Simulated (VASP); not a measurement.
# C (C2/m) in VASP: a series of runs, part 2 of 2

VASP 6.6.1. Earlier steps stand in the parts before.

## 4. Band structure, TB-mBJ

The input, POSCAR:

```
C
1.0
    2.1273203072     -1.2282824400      0.0000000000
    2.1273203072      1.2282824400      0.0000000000
   -1.3790696309      0.0000000000      3.5028300786
C
2
Direct
    0.1666444700      0.1666444700      0.9999069600
    0.8333555300      0.8333555300      0.0000930400
```

The input, INCAR.step1:

```
SYSTEM = C
PREC = Accurate ; ENCUT = 520
EDIFF = 1E-5 ; ISMEAR = -1
SIGMA = 0.05 ; LREAL = .False.
LASPH = .True. ; NELM = 80
ALGO = Normal ; ISIF = 2
LWAVE = .True. ; LCHARG = .False.
NBANDS = 11 ; GGA = PE
```

The input, INCAR.step2:

```
SYSTEM = C
PREC = Accurate ; ENCUT = 520
EDIFF = 1E-6 ; ISMEAR = -1
SIGMA = 0.05 ; LREAL = .False.
LASPH = .True. ; NELM = 80
ALGO = Normal ; ISIF = 2
LWAVE = .False. ; LCHARG = .False.
METAGGA = MBJ ; NBANDS = 11
ISTART = 1
```

The input, KPOINTS:

```
regular mesh
0
Gamma
  13 13 8
  0 0 0
```

The input, KPOINTS_OPT:

```
path GYFLI,I1ZF1,YX1,XGN,MG
15
line-mode
reciprocal
 0.0000000000  0.0000000000  0.0000000000  G
 0.5000000000  0.5000000000 -1.0000000000  Y

 0.5000000000  0.5000000000 -1.0000000000  Y
 0.4123194886  0.4123194886 -1.1190266490  F

 0.4123194886  0.4123194886 -1.1190266490  F
 0.5000000000  0.5000000000 -0.5000000000  L

 0.5000000000  0.5000000000 -0.5000000000  L
 0.6935932999  0.3064067001 -0.5000000000  I

 0.3064067001 -0.3064067001  0.5000000000  I1
 0.0000000000  0.0000000000  0.5000000000  Z

 0.0000000000  0.0000000000  0.5000000000  Z
 0.5876805114  0.5876805114  0.1190266490  F1

 0.5000000000  0.5000000000 -1.0000000000  Y
 0.6104897536  0.3895102464 -1.0000000000  X1

 0.3895102464 -0.3895102464  0.0000000000  X
 0.0000000000  0.0000000000  0.0000000000  G

 0.0000000000  0.0000000000  0.0000000000  G
 0.5000000000  0.0000000000 -0.5000000000  N

 0.5000000000  0.0000000000  0.0000000000  M
 0.0000000000  0.0000000000  0.0000000000  G
```

Potentials or basis: VASP PAW PBE potentials, release 64 (C).

Launch:

```sh
$ cat potpaw_PBE.64/C/POTCAR > POTCAR
$ cp INCAR.step1 INCAR
$ mpirun -np 1 vasp_std > vasp.out
$ cp INCAR.step2 INCAR
$ mpirun -np 1 vasp_std > vasp.out
```

OUTCAR:

```text
SYSTEM = C
   PREC = Accurate
   ENCUT = 520
   EDIFF = 1E-6
   ISMEAR = -1
   LREAL = .False.
   LASPH = .True.
   NELM = 80
   ISIF = 2
   METAGGA = MBJ
   ISTART = 1

 ion  position               nearest neighbor table
   1  0.167  0.167  1.000-   2 1.42   2 1.42   2 1.42
   2  0.833  0.833  0.000-   1 1.42   1 1.42   1 1.42

  LATTYP: Found a base centered monoclinic cell.
 ALAT       =     4.2546406144
 B/A-ratio  =     0.5773848141
 C/A-ratio  =     0.8848045598
 COS(beta)  =    -0.3663329314

  Lattice vectors:

 A1 = (   2.1273203072,  -1.2282824400,   0.0000000000)
 A2 = (   2.1273203072,   1.2282824400,   0.0000000000)
 A3 = (  -1.3790696309,   0.0000000000,   3.5028300786)

Analysis of symmetry for initial positions (statically):
=====================================================================
 Subroutine PRICEL returns:
 Original cell was already a primitive cell.

 Routine SETGRP: Setting up the symmetry group for a
 base centered monoclinic supercell.

 Subroutine GETGRP returns: Found  4 space group operations
 (whereof  4 operations were pure point group operations)
 out of a pool of  4 trial point group operations.

The static configuration has the point symmetry C_2h.

Analysis of symmetry for dynamics (positions and initial velocities):
=====================================================================
 Subroutine PRICEL returns:
 Original cell was already a primitive cell.

 Routine SETGRP: Setting up the symmetry group for a
 base centered monoclinic supercell.

 Subroutine GETGRP returns: Found  4 space group operations
 (whereof  4 operations were pure point group operations)
 out of a pool of  4 trial point group operations.

The dynamic configuration has the point symmetry C_2h.

 Subroutine INISYM returns: Found  4 space group operations
 (whereof  4 operations are pure point group operations),
 and found     1 'primitive' translations

[... 120 lines left out ...]
   LHFCALC =     F    Hartree Fock is set to
   AEXX    =    0.0000 exact exchange contribution
   IVDW    =     0    specifies the selected vdW correction
   LEPSILON=     F    determine dielectric tensor
   LRPA    =     F    only Hartree local field effects (RPA)
 non-spin polarized calculation
  energy-cutoff  :      520.00
  volume of cell :       18.31
 maximum number of plane-waves:       506
   NGX =  9   NGY =  9   NGZ = 13

 number of electron       8.0000000 magnetization

 Free energy of the ion-electron system (eV)
  ---------------------------------------------------
  ext. energy  EPLUGINS =         0.00000000
  ---------------------------------------------------
  free energy    TOTEN  =        -1.29123247 eV

  energy without entropy =       -1.29123193  energy(sigma->0) =       -1.29123220

 E-fermi :   5.2661     XC(G=0):  -9.0271

 val. band max:        4.7758072099   @ k =  -0.3077   0.3077   0.0000
 cond. band min:       5.7867008806   @ k =  -0.3077   0.3846   0.3750
 fundamental gap:      1.0108936707
 Fermi energy:         5.2661383953

 k-point     1 :       0.0000    0.0000    0.0000
  band No.  band energies     occupation
      1     -15.9935      2.00000
      2      -1.8917      2.00000
      3       0.8115      2.00000
      4       0.8151      2.00000
      5       9.7843      0.00000
      6      13.4796      0.00000
      7      13.4817      0.00000
      8      17.9364      0.00000
      9      18.0022      0.00000
     10      28.5260      0.00000
     11      30.7730      0.00000
[... 309 lines left out ...]
 k-point    24 :       0.4615    0.1538    0.0000
  band No.  band energies     occupation
      1     -12.0733      2.00000
      2      -6.9272      2.00000
      3      -3.6161      2.00000
      4       1.9852      2.00000
      5       8.8479      0.00000
      6      14.9379      0.00000
      7      15.8492      0.00000
      8      19.1963      0.00000
      9      20.2782      0.00000
     10      24.0395      0.00000
     11      28.6217      0.00000

 [... further k-points ...]

------------------------ aborting loop because EDIFF is reached ----------------------------------------

  FORCE on cell =-STRESS in cart. coord.  units (eV):
  Direction    XX          YY          ZZ          XY          YZ          ZX
  --------------------------------------------------------------------------------------
  -------------------------------------------------------------------------------------
  Total       -7.8000839     -7.8090015      0.1355333      0.0000000      0.0000000     -0.0023505
  in kB     -682.6996185   -683.4801283     11.8625085      0.0000000      0.0000000     -0.2057234
  external PRESSURE =    -451.4390794 kB  Pullay stress =       0.0000000 kB

 VOLUME and BASIS-vectors are now :
 -----------------------------------------------------------------------------
  energy-cutoff  :      520.00
  volume of cell :       18.31
      direct lattice vectors                 reciprocal lattice vectors
     2.127320307 -1.228282440  0.000000000     0.235037478 -0.407072497  0.092534619
     2.127320307  1.228282440  0.000000000     0.235037478  0.407072497  0.092534619
    -1.379069631  0.000000000  3.502830079     0.000000000  0.000000000  0.285483446

 POSITION                                       TOTAL-FORCE (eV/Angst)
 -----------------------------------------------------------------------------------
     -0.66993      0.00000      3.50250        -0.003170      0.000000     -0.002561
      3.54550      0.00000      0.00033         0.003170      0.000000      0.002561
 -----------------------------------------------------------------------------------
    total drift:                               -0.000000     -0.000000      0.000000

  FREE ENERGIE OF THE ION-ELECTRON SYSTEM (eV)
  ---------------------------------------------------
  free  energy   TOTEN  =        -1.2912324713 eV

  energy  without entropy=       -1.2912319256  energy(sigma->0) =       -1.29123220
```

OSZICAR.step1:

```text
N       E                     dE             d eps       ncg     rms          rms(c)
DAV:   1     0.865742674128E+00    0.86574E+00   -0.40985E+03  8306   0.646E+02
DAV:   2    -0.192182463650E+02   -0.20084E+02   -0.19352E+02 10887   0.119E+02
DAV:   3    -0.196718338272E+02   -0.45359E+00   -0.45275E+00 10197   0.147E+01
DAV:   4    -0.196736313082E+02   -0.17975E-02   -0.17973E-02  9643   0.114E+00
DAV:   5    -0.196736392984E+02   -0.79903E-05   -0.79902E-05 10414   0.680E-02    0.640E+00
DAV:   6    -0.187323064237E+02    0.94133E+00   -0.78743E-01  9566   0.516E+00    0.373E+00
DAV:   7    -0.184305001734E+02    0.30181E+00   -0.90850E-01  9850   0.558E+00    0.106E+00
DAV:   8    -0.184347655430E+02   -0.42654E-02   -0.22749E-02  9120   0.951E-01    0.131E-01
DAV:   9    -0.184344950996E+02    0.27044E-03   -0.65065E-04  9968   0.161E-01    0.617E-02
DAV:  10    -0.184345800591E+02   -0.84959E-04   -0.18468E-04  9271   0.931E-02    0.311E-02
DAV:  11    -0.184345801682E+02   -0.10912E-06   -0.85316E-06  9935   0.170E-02
   1 F= -.18434580E+02 E0= -.18434580E+02  d E =-.112645E-05
```

It took 1.7 min on 1 thread of Intel Xeon 6975P-C (Granite Rapids), shared host; peak memory 0.21 GiB.

What came out:

| Property | Result |
| --- | --- |
| Band gap on the k mesh | 1.01 eV, indirect (least direct gap 1.02 eV) |
| Band gap along the path | 0.38 eV, direct |

Levels at the corners of the path, in eV from the valence-band top:
```tsv
point	band 1	band 2	band 3	band 4	band 5	band 6	band 7	band 8
Γ	-21.03	-6.93	-4.23	-4.22	4.75	8.44	8.44	12.90
Y	-15.73	-14.32	-7.49	-2.53	1.71	7.20	14.12	15.47
Y	-15.73	-14.32	-7.49	-2.53	1.71	7.20	14.12	15.47
F	-17.04	-12.78	-7.30	-2.97	2.88	7.36	10.56	17.13
F	-17.04	-12.78	-7.30	-2.97	2.88	7.36	10.56	17.13
L	-15.79	-14.36	-7.46	-2.05	2.17	7.44	12.51	13.40
L	-15.79	-14.36	-7.46	-2.05	2.17	7.44	12.51	13.40
I	-14.69	-13.42	-11.14	-1.04	1.25	11.13	13.68	13.83
I1	-14.69	-13.42	-11.14	-1.04	1.25	11.13	13.68	13.83
Z	-20.87	-8.34	-4.24	-4.23	8.41	8.41	11.04	12.75
Z	-20.87	-8.34	-4.24	-4.23	8.41	8.41	11.04	12.75
F1	-17.04	-12.78	-7.30	-2.97	2.88	7.36	10.56	17.13
Y	-15.73	-14.32	-7.49	-2.53	1.71	7.20	14.12	15.47
X1	-14.96	-13.77	-10.23	-1.43	1.40	11.29	11.88	15.92
X	-14.96	-13.77	-10.23	-1.43	1.40	11.29	11.88	15.92
Γ	-21.03	-6.93	-4.23	-4.22	4.75	8.44	8.44	12.90
Γ	-21.03	-6.93	-4.23	-4.22	4.75	8.44	8.44	12.90
N	-15.73	-14.32	-7.49	-2.57	1.67	7.20	14.26	15.70
M	-15.79	-14.37	-7.46	-2.01	2.23	7.45	12.38	13.25
Γ	-21.03	-6.93	-4.23	-4.22	4.75	8.44	8.44	12.90
```

Caveat: the PAW data sets were made with another functional, which shifts forces and pressure a little; the mesh misses the band edges, which the band path finds closer together.

## 5. G0W0 quasiparticle levels, LDA

POSCAR is that of step 4.

The input, INCAR.step1:

```
SYSTEM = C
PREC = Accurate
ENCUT = 500
EDIFF = 1E-8
ISMEAR = 0
SIGMA = 0.01
LREAL = .False.
LASPH = .True.
NELM = 60
ALGO = Normal
LWAVE = .True.
LCHARG = .False.
GGA = CA
KPAR = 4
```

The input, INCAR.step2:

```
SYSTEM = C
PREC = Accurate
ENCUT = 500
EDIFF = 1E-8
ISMEAR = 0
SIGMA = 0.01
LREAL = .False.
LASPH = .True.
NELM = 1
ALGO = Exact
LWAVE = .True.
LCHARG = .False.
GGA = CA
NBANDS = 121
LOPTICS = .True.
ISTART = 1
KPAR = 4
```

The input, INCAR.step3:

```
SYSTEM = C
PREC = Accurate
ENCUT = 500
EDIFF = 1E-8
ISMEAR = 0
SIGMA = 0.01
LREAL = .False.
LASPH = .True.
ALGO = EVGW0
LWAVE = .False.
LCHARG = .False.
GGA = CA
NELMGW = 1
NBANDS = 121
ENCUTGW = 200
NOMEGA = 50
PRECFOCK = Fast
ISTART = 1
NBANDSGW = 12
KPAR = 4
```

The input, KPOINTS:

```
Automatic mesh
0
Gamma
  6 6 4
  0 0 0
```

Potentials or basis: VASP PAW LDA potentials, release 64 (C_GW).

Launch:

```sh
$ cat potpaw_LDA.64/C_GW/POTCAR > POTCAR
$ cp INCAR.step1 INCAR
$ mpirun -np 4 vasp_std > vasp.out
$ cp INCAR.step2 INCAR
$ mpirun -np 4 vasp_std > vasp.out
$ cp INCAR.step3 INCAR
$ mpirun -np 4 vasp_std > vasp.out
```

OUTCAR:

```text
SYSTEM = C
   PREC = Accurate
   ENCUT = 500
   EDIFF = 1E-8
   ISMEAR = 0
   LREAL = .False.
   LASPH = .True.
   GGA = CA
   NELMGW = 1
   ENCUTGW = 200
   PRECFOCK = Fast
   ISTART = 1

 ion  position               nearest neighbor table
   1  0.167  0.167  1.000-   2 1.42   2 1.42   2 1.42
   2  0.833  0.833  0.000-   1 1.42   1 1.42   1 1.42

  LATTYP: Found a base centered monoclinic cell.
 ALAT       =     4.2546406144
 B/A-ratio  =     0.5773848141
 C/A-ratio  =     0.8848045598
 COS(beta)  =    -0.3663329314

  Lattice vectors:

 A1 = (   2.1273203072,  -1.2282824400,   0.0000000000)
 A2 = (   2.1273203072,   1.2282824400,   0.0000000000)
 A3 = (  -1.3790696309,   0.0000000000,   3.5028300786)

Analysis of symmetry for initial positions (statically):
=====================================================================
 Subroutine PRICEL returns:
 Original cell was already a primitive cell.

 Routine SETGRP: Setting up the symmetry group for a
 base centered monoclinic supercell.

 Subroutine GETGRP returns: Found  4 space group operations
 (whereof  4 operations were pure point group operations)
 out of a pool of  4 trial point group operations.

The static configuration has the point symmetry C_2h.

Analysis of symmetry for dynamics (positions and initial velocities):
=====================================================================
 Subroutine PRICEL returns:
 Original cell was already a primitive cell.

 Routine SETGRP: Setting up the symmetry group for a
[... 123 lines left out ...]
   IALGO  =     38    algorithm
   IMIX   =      4    mixing-type and parameters
     AMIX     =   0.40;   BMIX     =  1.00
     AMIX_MAG =   1.60;   BMIX_MAG =  1.00
  volume/ion in A,a.u.               =       9.15        61.77
  Fermi-wavevector in a.u.,A,eV,Ry     =   1.242352  2.347705 20.999765  1.543439
  Thomas-Fermi vector in A             =   2.376710
   LORBIT       =      0    0 simple, 1 ext, 2 COOP (PROOUT), +10 PAW based schemes
   GGA     = CA    functional components
   LHFCALC =     T    Hartree Fock is set to
   PRECFOCK=fast      Normal, Fast or Accurate (Low or Medium for compatibility)
   ENCUT4O =  -1.0   cutoff for four orbital integrals eV
   NKREDX  =     1    reduce k-point grid by
   NKREDY  =     1    reduce k-point grid by
   NKREDZ  =     1    reduce k-point grid by
   AEXX    =    1.0000 exact exchange contribution
   HFSCREEN=    0.0000 screening length (either q_TF or 0.3 A-1)
   HFSCREENC=   0.0000 screening length for correlation (either q_TF or 0.3 A-1)
   ENCUTFOCK=  -1.0 apply spherical cutoff to Coloumb kernel
   IVDW    =     0    specifies the selected vdW correction
   LEPSILON=     F    determine dielectric tensor
   LRPA    =     F    only Hartree local field effects (RPA)
   LRPAFORCE           =     F    calculate RPA forces
   ENCUTGW             = 200.0    cutoff for response function in eV
   ENCUTGWSOFT         = 160.0    soft cutoff for Coulomb kernel in GW response function in eV
   ENCUTLF             =  -1.0    cutoff for local field effects
   NELMGW              =     1    number of iterations in solving QP/BSE equation
   NELMHF              =     1    number of iterations in the inner HF iteration
   NKREDLFX            =     1    NKREDLFY  =   1   NKREDLFZ  =   1
 non-spin polarized calculation
 Gauss-broadening in eV      SIGMA  =   0.01
  energy-cutoff  :      500.00
  volume of cell :       18.31
 maximum number of plane-waves:       477
 NGX is ok and might be reduce to    18
  NGX = 10; NGY = 10; NGZ = 16
   NGX =  9   NGY =  9   NGZ = 13
 maximum number of plane-waves:       124

 QP shifts <psi_nk| G(iteration)W_0 |psi_nk>: iteration 1
 for sc-GW calculations column KS-energies equals QP-energies in previous step
 and V_xc(KS)=  KS-energies - (<T + V_ion + V_H > + <T+V_H+V_ion>^1  + <V_x>^1)

 k-point   1 :       0.0000    0.0000    0.0000
  band No.  KS-energies  QP-energies   sigma(KS)   V_xc(KS)     V^pw_x(r,r')   Z            occupation Imag(sigma)

      1     -15.2252     -16.3872     -16.7788     -15.0417     -25.2351       0.6689       2.0000       1.6233
      2      -2.5830      -2.9713     -14.3810     -13.8117     -18.3660       0.6822       2.0000       0.5143
      3       1.2428       0.7112     -18.1878     -17.4585     -21.1265       0.7289       2.0000       0.1895
      4       1.2457       0.7163     -18.1857     -17.4594     -21.1242       0.7290       2.0000       0.1894
      5       7.7597       7.9038      -7.7451      -7.9253      -3.3227       0.7996       0.0000      -0.1454
      6      12.6276      13.7375     -14.3362     -15.8136      -8.6006       0.7512       0.0000      -0.1939
      7      12.6301      13.7419     -14.3381     -15.8179      -8.6012       0.7513       0.0000      -0.1940
      8      15.6658      16.6749     -14.6648     -15.9506      -5.8839       0.7848       0.0000      -1.5261
      9      17.4000      17.7376     -15.3844     -15.8396      -7.5189       0.7416       0.0000      -0.7363
     10      26.7431      27.3629     -10.6274     -11.4500      -3.3796       0.7535       0.0000      -0.8111
     11      28.0020      28.8089      -9.9084     -10.9554      -2.4848       0.7707       0.0000      -1.1249
     12      31.8687      32.4807     -10.2693     -11.0216      -3.5665       0.8135       0.0000      -1.3179
[... 356 lines left out ...]
      1     -13.1676     -14.3383     -17.0478     -15.3477     -24.7931       0.6887       2.0000       1.3654
      2      -3.3985      -4.2229     -17.8134     -16.6480     -22.2370       0.7074       2.0000       0.4150
      3      -2.1667      -2.7828     -17.4728     -16.6009     -21.3248       0.7066       2.0000       0.2997
      4      -1.1653      -1.5299     -13.7278     -13.2188     -16.9076       0.7163       2.0000       0.4548
      5      10.6613      11.2833     -13.9597     -14.8243      -7.2851       0.7194       0.0000      -0.6306
      6      12.2973      12.6421      -8.6087      -9.0476      -3.4322       0.7856       0.0000      -0.2850
      7      14.3218      15.1401     -13.7214     -14.8222      -7.7146       0.7433       0.0000      -0.2971
      8      16.0515      16.8639     -14.7338     -15.8567      -7.6488       0.7235       0.0000      -0.4696
      9      21.2220      21.7961      -9.1832      -9.8903      -3.1605       0.8118       0.0000      -0.6601
     10      21.6754      22.8871     -14.3115     -15.8466      -6.4421       0.7893       0.0000      -1.0377
     11      26.9111      27.7183      -9.6548     -10.6921      -2.8109       0.7782       0.0000      -0.9704
     12      27.4322      28.0942      -9.2587     -10.0963      -2.7426       0.7903       0.0000      -0.9941

 [... further k-points ...]
```

OUTCAR.step2:

```text
SYSTEM = C
   PREC = Accurate
   ENCUT = 500
   EDIFF = 1E-8
   ISMEAR = 0
   LREAL = .False.
[... 1017 lines left out ...]
     0.00000   241.26499   237.44173    16.51400     0.00000     0.00000    -2.56370
     2.54831    -2.64501    -2.43880     2.49347     0.00000     0.00000     0.11891
     5.09662    -3.73675    -3.81092     2.79705     0.00000     0.00000     0.10869
     7.64493     0.75089     0.77124     3.66549     0.00000     0.00000     0.01351
    10.19324     4.30021     3.78966     8.59132     0.00000     0.00000    -0.06411
    12.74155     0.61790     0.74147     0.73492     0.00000     0.00000     0.10538
[... 92 lines left out ...]
   249.73431     0.98942     0.98944     0.99005     0.00000     0.00000     0.00001
   252.28262     0.98964     0.98966     0.99026     0.00000     0.00000     0.00001
```

It took 1.7 min on 4 MPI ranks of Intel Xeon Platinum 8559C (Emerald Rapids), shared host; peak memory 0.4 GiB.

Results:

```
Band gap on the k mesh, mean-field level : 0.48 eV, indirect (least direct gap 0.51 eV)
Quasiparticle gap                        : 0.60 eV
Least direct quasiparticle gap           : 0.63 eV
```

Caveat: the k mesh is coarse (spacing up to 0.50 Å⁻¹), so the values aren't converged; the cutoff is under 1.25 times the usual one of these potentials, so pressure, stress and relaxed cells hold a basis-set (Pulay) error; bands, screening cutoff and mesh are small and nothing is extrapolated, so the quasiparticle values aren't converged.

## 6. Overview

| task | level | potentials or basis | k mesh | cutoff (eV) | smearing | ladder | GW scheme | GW iterations | cutoff of the response function | frequency points | mesh quality | pressure (GPa) | largest force (eV/Å) |
| --- | --- | --- | --- | --- | --- | --- | --- | --- | --- | --- | --- | --- | --- |
| band structure | SCAN | VASP PAW PBE potentials, release 64 (C) | 13 × 13 × 8 | 520 | fermi-dirac 0.05 eV | - | - | - | - | - | not flagged | -1.1 | 0.01 |
| band structure | TPSS | VASP PAW PBE potentials, release 64 (C) | 13 × 13 × 8 | 520 | fermi-dirac 0.05 eV | - | - | - | - | - | not flagged | 3.5 | 0.01 |
| band structure | TB-mBJ | VASP PAW PBE potentials, release 64 (C) | 13 × 13 × 8 | 520 | fermi-dirac 0.05 eV | - | - | - | - | - | not flagged | - | - |
| G0W0 quasiparticle levels | LDA | VASP PAW LDA potentials, release 64 (C_GW) | 6 × 6 × 4 | 500 | gaussian 0.01 eV | free | G0W0 | 1 | 200 | 50 | coarse | - | - |

Alike in all rows: no spin polarisation; cell as given.

Caveats: some runs use coarse meshes; the PAW data sets were made with another functional, which shifts forces and pressure a little (some runs); this functional lacks dispersion, which binds the layers, so the pressure and a relaxed spacing across them are unreliable (some runs); the mesh misses the band edges, which the band path finds closer together (some runs); the cutoff is under 1.25 times the usual one of these potentials, so pressure, stress and relaxed cells hold a basis-set (Pulay) error (some runs); bands, screening cutoff and mesh are small and nothing is extrapolated, so the quasiparticle values aren't converged (some runs).

Absolute energies hang on the potentials; compare differences alone.
